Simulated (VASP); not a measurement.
## MgO: single point with LDA

The system is MgO.

```xyz
4
Lattice="3.3078 0.0000 0.0000 -1.6539 2.8646 0.0000 0.0000 0.0000 4.9829" Properties=species:S:1:pos:R:3 pbc="T T T"
Mg    0.0000    1.9098    0.0108
Mg    1.6539    0.9549    2.5022
O     0.0000    1.9098    2.0053
O     1.6539    0.9549    4.4968
```

Measurements of this composition are mostly on another form, of space group No. 225.

| Property | Result |
| --- | --- |
| Program | VASP 6.6.1 |
| Task | single point |
| Functional | LDA |
| Potentials or basis | VASP PAW LDA potentials, release 64 (Mg, O) |
| Cutoff | 520 eV |
| k mesh | 5 × 5 × 3 |
| Occupations | gaussian, width 0.01 eV |
| Spin | no spin polarisation |

| Item | Value |
| --- | --- |
| Pressure | -5.4 GPa |
| Largest force | 0.048 eV/Å |
| Band gap on the k mesh | 3.36 eV, direct |

Forces in eV/Å, atoms in the order of the input:
```
Mg   0.000  0.000  0.048
Mg   0.000  0.000  0.048
O    0.000  0.000 -0.048
O    0.000  0.000 -0.048
```

Stress tensor (GPa, compression positive):
```
-5.63  0.00  0.00
 0.00 -5.63  0.00
 0.00  0.00 -4.93
```

Levels at points of the mesh, in eV from the valence-band top:
| k point | band 4 | band 5 | band 6 | band 7 | band 8 | band 9 | band 10 | band 11 | band 12 | band 13 |
| --- | --- | --- | --- | --- | --- | --- | --- | --- | --- | --- |
| (0.00, 0.00, 0.00) | -0.80 | -0.80 | -0.45 | -0.45 | 0.00 | 3.36 | 8.31 | 10.16 | 13.81 | 13.81 |

Wall time 6.7 s on 1 thread of Intel(R) Xeon(R) 6975P-C (Granite Rapids), on a shared host, peak memory 0.15 GiB.

Caveat: the k mesh is coarse (spacing up to 0.44 Å⁻¹), so the values aren't converged.
